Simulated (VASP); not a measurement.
# Dy (P6_3/mmc) in VASP: notebook

One crystal, Dy, is run at these levels: PBEsol; tasks: single point.

Program: VASP 6.6.1. These are calculated values, not measurements. Logs are shortened: lines on timing, memory, paths and dates and some standing lists are left out, and cuts for length are marked.

## (1) The crystal as given

It takes space group P6_3/mmc (No. 194, hexagonal). Conventional cell: a = 3.590 Å, b = 3.590 Å, c = 5.647 Å, α = 90.00°, β = 90.00°, γ = 120.00°. Dy (site symmetry -6m2) is surrounded by 12 Dy at 3.50 to 3.59 Å.

## (2) Single point, PBEsol, collinear spin, ferromagnetic start

File INCAR:

```
SYSTEM = Dy
PREC     = Accurate       ! precision mode
ENCUT    = 460            ! plane-wave cutoff, eV
EDIFF    = 1E-6           ! SCF threshold, eV
ISMEAR   = 1              ! smearing method
SIGMA    = 0.05           ! smearing width, eV
LREAL    = .False.        ! projectors in reciprocal space
LASPH    = .True.         ! aspherical terms in the spheres
NELM     = 100            ! most SCF steps
ALGO     = Normal         ! electronic algorithm
ISIF     = 2              ! what is computed and relaxed
LWAVE    = .False.        ! write WAVECAR
LCHARG   = .False.        ! write CHGCAR
ISPIN    = 2              ! spin polarisation
MAGMOM   = 5 5            ! initial moments
LORBIT   = 11             ! projections on sites
LMAXMIX  = 6              ! l up to which the mixer works
GGA      = PS             ! functional
ADDGRID  = .False.
```

File KPOINTS:

```
regular mesh
0
Gamma
  9 9 5
  0 0 0
```

File POSCAR:

```
Dy
1.0
    3.5903000000      0.0000000000      0.0000000000
   -1.7951500000      3.1092910072      0.0000000000
    0.0000000000      0.0000000000      5.6475000000
Dy
2
Direct
    0.6390340000      0.3471240000      0.7350940000
    0.3239070000      0.6817830000      0.2438910000
```

Potentials or basis: VASP PAW PBE potentials, release 64 (Dy_3), 4f in core.

The run is started by

```bash
> cat potpaw_PBE.64/Dy_3/POTCAR > POTCAR
> mpirun -np 1 vasp_std > vasp.out
```

OUTCAR:

```text
SYSTEM = Dy
   PREC = Accurate
   ENCUT = 460
   EDIFF = 1E-6
   ISMEAR = 1
   LREAL = .False.
   LASPH = .True.
   NELM = 100
   ISIF = 2
   ISPIN = 2
   LORBIT = 11
   GGA = PS

 Found    203 irreducible k-points:

 Following reciprocal coordinates:
            Coordinates               Weight
  0.000000  0.000000  0.000000      1.000000
  0.111111  0.000000  0.000000      2.000000
  0.000000  0.111111  0.000000      2.000000
 -0.111111  0.111111  0.000000      2.000000
  0.222222 -0.000000  0.000000      2.000000
  0.000000  0.222222  0.000000      2.000000
   k-points           NKPTS =    203   k-points in BZ     NKDIM =    203   number of bands    NBANDS=     18
   number of dos      NEDOS =    301   number of ions     NIONS =      2
   total plane-waves  NPLWV =  31360
   dimension x,y,z NGX =    28 NGY =   28 NGZ =   40
   dimension x,y,z NGXF=    56 NGYF=   56 NGZF=   80
   ions per type =               2
   NGX,Y,Z   is equivalent  to a cutoff of  12.97, 12.97, 11.77 a.u.
   NGXF,Y,Z  is equivalent  to a cutoff of  25.93, 25.93, 23.55 a.u.
 SYSTEM =  Dy
   PREC   = accura    normal or accurate (medium, high low for compatibility)
   ISTART =      0    job   : 0-new  1-cont  2-samecut
   ICHARG =      2    charge: 1-file 2-atom 10-const
   ISPIN  =      2    spin polarized calculation?
   LNONCOLLINEAR =      F non collinear calculations
   LSORBIT =      F    spin-orbit coupling
   LASPH  =      T    aspherical Exc in radial PAW
   ENCUT  =  460.0 eV  33.81 Ry    5.81 a.u.   6.28  6.28  9.88*2*pi/ulx,y,z
   NELM   =    100;   NELMIN=  2; NELMDL= -5     # of ELM steps
   EDIFF  = 0.1E-05   stopping-criterion for ELM
   LREAL  =      F    real-space projection
   EDIFFG = 0.1E-04   stopping-criterion for IOM
   NSW    =      0    number of steps for IOM
   IBRION =     -1    ionic relax: 0-MD 1-quasi-New 2-CG
   NFREE  =      0    steps in history (QN), initial steepest desc. (CG)
   ISIF   =      2    stress and relaxation
   ISYM   =      2    0-nonsym 1-usesym 2-fastsym
   POTIM  = 0.5000    time-step for ionic-motion
   TEBEG  =    0.0;   TEEND  =   0.0 temperature during run
   PSTRESS=    0.0 pullay stress
   NELECT =      18.0000    total number of electrons
   NUPDOWN=      -1.0000    fix difference up-down
   EMIN   =  10.00;   EMAX   =-10.00  energy-range for DOS
   EFERMI =   0.00;   METHOD = LEGACY
   ISMEAR =     1;   SIGMA  =   0.05  broadening in eV -4-tet -1-fermi 0-gaus
   EFERMI_NEDOS =   21; number of points for ismear=-14 and -15
   IALGO  =     38    algorithm
   IMIX   =      4    mixing-type and parameters
     AMIX     =   0.40;   BMIX     =  1.00
     AMIX_MAG =   1.60;   BMIX_MAG =  1.00
  volume/ion in A,a.u.               =      31.52       212.72
  Fermi-wavevector in a.u.,A,eV,Ry     =   1.077994  2.037113 15.810927  1.162070
  Thomas-Fermi vector in A             =   2.213920
   LORBIT       =     11    0 simple, 1 ext, 2 COOP (PROOUT), +10 PAW based schemes
   GGA     = PS    functional components
   LHFCALC =     F    Hartree Fock is set to
   AEXX    =    0.0000 exact exchange contribution
   IVDW    =     0    specifies the selected vdW correction
   LEPSILON=     F    determine dielectric tensor
   LRPA    =     F    only Hartree local field effects (RPA)
 spin polarized calculation
 Methfessel and Paxton  Order N= 1 SIGMA  =   0.05
  energy-cutoff  :      460.00
  volume of cell :       63.04
 maximum number of plane-waves:      1430
 NGX is ok and might be reduce to    28
   NGX = 13   NGY = 13   NGZ = 19

 number of electron      18.0000000 magnetization       0.0019509

 number of electron      18.0000000 magnetization      -0.0020137

 Free energy of the ion-electron system (eV)
  ---------------------------------------------------
  ext. energy  EPLUGINS =         0.00000000
  ---------------------------------------------------
  free energy    TOTEN  =        -9.90636714 eV

  energy without entropy =       -9.90711353  energy(sigma->0) =       -9.90661594

 E-fermi :   2.9965     XC(G=0):  -9.9681

 val. band max:        2.9880536099   @ k =  -0.1111  -0.4444   0.0000
 cond. band min:       3.0034562587   @ k =   0.4444   0.1111   0.0000
 fundamental gap:      0.0154026488
 Fermi energy:         2.9965315927

 spin component 1

 k-point     1 :       0.0000    0.0000    0.0000
  band No.  band energies     occupation
      1     -20.5761      1.00000
      2     -19.9976      1.00000
      3     -19.9802      1.00000
      4     -19.8831      1.00000
      5     -19.8732      1.00000
      6     -19.8332      1.00000
[... 10 lines left out ...]
     17       8.1374      0.00000
     18       8.4548      0.00000
[... 85 lines left out ...]
 k-point     6 :       0.0000    0.2222    0.0000
  band No.  band energies     occupation
      1     -20.4755      1.00000
      2     -20.1855      1.00000
      3     -20.0772      1.00000
      4     -20.0512      1.00000
      5     -19.9060      1.00000
      6     -19.8839      1.00000
[... 10 lines left out ...]
     17       8.8947      0.00000
     18      10.3316      0.00000

 [... further k-points ...]

 spin component 2

 k-point     1 :       0.0000    0.0000    0.0000
  band No.  band energies     occupation
      1     -20.5764      1.00000
      2     -19.9980      1.00000
      3     -19.9806      1.00000
      4     -19.8834      1.00000
      5     -19.8735      1.00000
      6     -19.8335      1.00000
[... 10 lines left out ...]
     17       8.1371      0.00000
     18       8.4545      0.00000
[... 85 lines left out ...]
 k-point     6 :       0.0000    0.2222    0.0000
  band No.  band energies     occupation
      1     -20.4758      1.00000
      2     -20.1859      1.00000
      3     -20.0776      1.00000
      4     -20.0516      1.00000
      5     -19.9063      1.00000
      6     -19.8842      1.00000
[... 10 lines left out ...]
     17       8.8944      0.00000
     18      10.3312      0.00000

 [... further k-points ...]

------------------------ aborting loop because EDIFF is reached ----------------------------------------

  FORCE on cell =-STRESS in cart. coord.  units (eV):
  Direction    XX          YY          ZZ          XY          YZ          ZX
  --------------------------------------------------------------------------------------
  -------------------------------------------------------------------------------------
  Total       -0.8552322     -0.8389646     -0.8181469     -0.1039856      0.0011292      0.0336426
  in kB      -21.7343317    -21.3209163    -20.7918680     -2.6426231      0.0286976      0.8549719
  external PRESSURE =     -21.2823720 kB  Pullay stress =       0.0000000 kB

 VOLUME and BASIS-vectors are now :
 -----------------------------------------------------------------------------
  energy-cutoff  :      460.00
  volume of cell :       63.04
      direct lattice vectors                 reciprocal lattice vectors
     3.590300000  0.000000000  0.000000000     0.278528257  0.160808364  0.000000000
    -1.795150000  3.109291007  0.000000000     0.000000000  0.321616728  0.000000000
     0.000000000  0.000000000  5.647500000     0.000000000  0.000000000  0.177069500

 POSITION                                       TOTAL-FORCE (eV/Angst)
 -----------------------------------------------------------------------------------
      1.67118      1.07931      4.15144         0.100540      0.003808      0.149590
     -0.06098      2.11986      1.37737        -0.100540     -0.003808     -0.149590
 -----------------------------------------------------------------------------------
    total drift:                                0.000001      0.000001      0.000005

  FREE ENERGIE OF THE ION-ELECTRON SYSTEM (eV)
  ---------------------------------------------------
  free  energy   TOTEN  =        -9.9063671364 eV

  energy  without entropy=       -9.9071135331  energy(sigma->0) =       -9.90661594

 total charge

# of ion       s       p       d       tot
------------------------------------------
    1        0.444   6.375   1.111   7.930
    2        0.444   6.375   1.111   7.930
--------------------------------------------------
tot          0.889  12.750   2.222  15.860

 magnetization (x)

# of ion       s       p       d       tot
------------------------------------------
    1       -0.000  -0.000  -0.000  -0.000
    2       -0.000  -0.000  -0.000  -0.000
--------------------------------------------------
tot         -0.000  -0.000  -0.000  -0.001
```

stdout:

```text
POSCAR found type information on POSCAR Dy
 POSCAR found :  1 types and       2 ions
 scaLAPACK will be used
 -----------------------------------------------------------------------------
|                                                                             |
|                                                                             |
|     You enforced a specific xc type in the INCAR file but a different       |
|     I HOPE YOU KNOW WHAT YOU ARE DOING!                                     |
|                                                                             |
 -----------------------------------------------------------------------------

 LDA part: xc-table for (Slater+PW92), standard interpolation
 POSCAR, INCAR and KPOINTS ok, starting setup
 FFT: planning ... GRIDC
 FFT: planning ... GRID_SOFT
 FFT: planning ... GRID
 WAVECAR not read
 entering main loop
```

It took 3.9 min on 1 thread of Intel Xeon Platinum 8488C (Sapphire Rapids), shared host; peak memory 0.4 GiB.

The run converged, but some of its settings lie outside the range that counts as converged, so its numbers aren't taken as properties of the crystal.

Results:

- Free energy: -9.9064 eV
- Pressure: -2.1 GPa
- Largest force: 0.180 eV/Å
- Band gap on the k mesh: none (metal or under the smearing width)
- Net moment: 0.00 μB per cell
- Valence electrons inside the program's atomic spheres: Dy 7.93

Caveat: the magnetic or orbital state may not be the lowest; the PAW data sets were made with another functional, which shifts forces and pressure a little; spin-orbit coupling is left out, which moves the levels of the heavy elements; the 4f electrons are frozen in the core as for a trivalent ion, so they carry no moment and show no levels.

## (3) Single point, PBEsol, collinear spin, ferromagnetic start

Edit INCAR of step 2 so:

```diff
@@ -5,3 +5,3 @@
 ISMEAR   = 1              ! smearing method
-SIGMA    = 0.05           ! smearing width, eV
+SIGMA    = 0.02           ! smearing width, eV
 LREAL    = .False.        ! projectors in reciprocal space
```

KPOINTS is that of step 2.

File POSCAR:

```
Dy
1.0
    3.5903000000      0.0000000000      0.0000000000
   -1.7951500000      3.1092910072      0.0000000000
    0.0000000000      0.0000000000      5.6475000000
Dy
2
Direct
    0.6666666667      0.3333333333      0.7500000000
    0.3333333333      0.6666666667      0.2500000000
```

Potentials or basis: VASP PAW PBE potentials, release 64 (Dy_3), 4f in core.

The run is started by

```bash
> cat potpaw_PBE.64/Dy_3/POTCAR > POTCAR
> mpirun -np 1 vasp_std > vasp.out
```

OUTCAR:

```text
SYSTEM = Dy
   PREC = Accurate
   ENCUT = 460
   EDIFF = 1E-6
   ISMEAR = 1
   LREAL = .False.
   LASPH = .True.
   NELM = 100
   ISIF = 2
   ISPIN = 2
   LORBIT = 11
   GGA = PS

 Found     36 irreducible k-points:

 Following reciprocal coordinates:
            Coordinates               Weight
  0.000000  0.000000  0.000000      1.000000
  0.111111  0.000000  0.000000      6.000000
  0.222222 -0.000000  0.000000      6.000000
  0.333333 -0.000000  0.000000      6.000000
  0.444444 -0.000000  0.000000      6.000000
  0.111111  0.111111  0.000000      6.000000
   k-points           NKPTS =     36   k-points in BZ     NKDIM =     36   number of bands    NBANDS=     18
[... 347 lines left out ...]
 -----------------------------------------------------------------------------
  energy-cutoff  :      460.00
  volume of cell :       63.04
      direct lattice vectors                 reciprocal lattice vectors
     3.590300000  0.000000000  0.000000000     0.278528257  0.160808364  0.000000000
    -1.795150000  3.109291007  0.000000000     0.000000000  0.321616728  0.000000000
     0.000000000  0.000000000  5.647500000     0.000000000  0.000000000  0.177069500

 POSITION                                       TOTAL-FORCE (eV/Angst)
 -----------------------------------------------------------------------------------
      1.79515      1.03643      4.23562         0.000000     -0.000000      0.000000
     -0.00000      2.07286      1.41187        -0.000000      0.000000      0.000000
 -----------------------------------------------------------------------------------
    total drift:                               -0.000000      0.000000     -0.000000

  FREE ENERGIE OF THE ION-ELECTRON SYSTEM (eV)
  ---------------------------------------------------
  free  energy   TOTEN  =        -9.9134763110 eV

  energy  without entropy=       -9.9135263516  energy(sigma->0) =       -9.91349299

 total charge

# of ion       s       p       d       tot
------------------------------------------
    1        0.444   6.377   1.108   7.929
    2        0.444   6.377   1.108   7.929
--------------------------------------------------
tot          0.889  12.753   2.216  15.858

 magnetization (x)

# of ion       s       p       d       tot
------------------------------------------
    1        0.000   0.000   0.000   0.000
    2        0.000   0.000   0.000   0.000
--------------------------------------------------
tot          0.000   0.000   0.000   0.001
```

OSZICAR:

```text
N       E                     dE             d eps       ncg     rms          rms(c)
DAV:   1     0.595229516533E+02    0.59523E+02   -0.77603E+03  2608   0.820E+02
DAV:   2    -0.190805420354E+01   -0.61431E+02   -0.58507E+02  2596   0.247E+02
DAV:   3    -0.474898064510E+01   -0.28409E+01   -0.26774E+01  3624   0.330E+01
DAV:   4    -0.483112574621E+01   -0.82145E-01   -0.81333E-01  3178   0.558E+00
DAV:   5    -0.483280531139E+01   -0.16796E-02   -0.16784E-02  3380   0.789E-01    0.346E+01
DAV:   6    -0.860646851447E+01   -0.37737E+01   -0.18138E+00  3866   0.728E+00    0.185E+01
DAV:   7    -0.968081108237E+01   -0.10743E+01   -0.34255E-01  3596   0.396E+00    0.963E+00
DAV:   8    -0.991999850809E+01   -0.23919E+00   -0.50146E-01  3184   0.306E+00    0.316E+00
DAV:   9    -0.990063754332E+01    0.19361E-01   -0.34783E-02  3092   0.978E-01    0.783E-01
DAV:  10    -0.990998874487E+01   -0.93512E-02   -0.13535E-02  2910   0.512E-01    0.523E-01
DAV:  11    -0.991291777951E+01   -0.29290E-02   -0.53446E-03  2922   0.258E-01    0.294E-01
DAV:  12    -0.991349402738E+01   -0.57625E-03   -0.47136E-04  3448   0.996E-02    0.237E-01
DAV:  13    -0.991339409493E+01    0.99932E-04   -0.29257E-04  2986   0.759E-02    0.883E-02
DAV:  14    -0.991345331265E+01   -0.59218E-04   -0.56094E-05  2842   0.305E-02    0.444E-02
DAV:  15    -0.991346324428E+01   -0.99316E-05   -0.42559E-06  3320   0.135E-02    0.336E-02
DAV:  16    -0.991347638095E+01   -0.13137E-04   -0.30736E-05  2650   0.169E-02    0.190E-02
DAV:  17    -0.991347631103E+01    0.69924E-07   -0.37761E-06  3168   0.759E-03
   1 F= -.99134763E+01 E0= -.99134930E+01  d E =0.500406E-04  mag=     0.0003
```

stdout:

```text
POSCAR found type information on POSCAR Dy
 POSCAR found :  1 types and       2 ions
 scaLAPACK will be used
 -----------------------------------------------------------------------------
|                                                                             |
|                                                                             |
|     You enforced a specific xc type in the INCAR file but a different       |
|     I HOPE YOU KNOW WHAT YOU ARE DOING!                                     |
|                                                                             |
 -----------------------------------------------------------------------------

 LDA part: xc-table for (Slater+PW92), standard interpolation
 POSCAR, INCAR and KPOINTS ok, starting setup
 FFT: planning ... GRIDC
 FFT: planning ... GRID_SOFT
 FFT: planning ... GRID
 WAVECAR not read
 entering main loop
```

It took 48 s on 1 thread of Intel Xeon Platinum 8488C (Sapphire Rapids), shared host; peak memory 0.23 GiB.

These settings aren't checked as converged: the numbers below hold their error.

What came out:

* Free energy: -9.9135 eV
* Pressure: -2.1 GPa
* Band gap on the k mesh: none (metal or under the smearing width)
* Net moment: 0.00 μB per cell
* Valence electrons inside the program's atomic spheres: Dy 7.93

Caveat: the magnetic or orbital state may not be the lowest; the PAW data sets were made with another functional, which shifts forces and pressure a little; spin-orbit coupling is left out, which moves the levels of the heavy elements; the 4f electrons are frozen in the core as for a trivalent ion, so they carry no moment and show no levels.

## (4) Single point, PBEsol, collinear spin, ferromagnetic start

INCAR is that of step 3.

KPOINTS is that of step 3.

File POSCAR:

```
Dy
1.0
    3.5903000000      0.0000000000      0.0000000000
   -1.7951500000      3.1092910072      0.0000000000
    0.0000000000      0.0000000000      5.6475000000
Dy
2
Direct
    0.6390340000      0.3471240000      0.7350940000
    0.3239070000      0.6817830000      0.2438910000
```

The run is started by

```bash
> cat potpaw_PBE.64/Dy_3/POTCAR > POTCAR
> mpirun -np 1 vasp_std > vasp.out
```

Wall time 4.2 min (1 thread of Intel Xeon Platinum 8488C (Sapphire Rapids), shared host); peak memory 0.4 GiB.

These settings aren't checked as converged: the numbers below hold their error.

What came out:

| Property | Result |
| --- | --- |
| Free energy | -9.9066 eV |
| Pressure | -2.1 GPa |
| Largest force | 0.181 eV/Å |
| Band gap on the k mesh | none (metal or under the smearing width) |
| Net moment | 0.00 μB per cell |
| Valence electrons inside the program's atomic spheres | Dy 7.93 |

Caveat: the magnetic or orbital state may not be the lowest; the PAW data sets were made with another functional, which shifts forces and pressure a little; spin-orbit coupling is left out, which moves the levels of the heavy elements; the 4f electrons are frozen in the core as for a trivalent ion, so they carry no moment and show no levels.
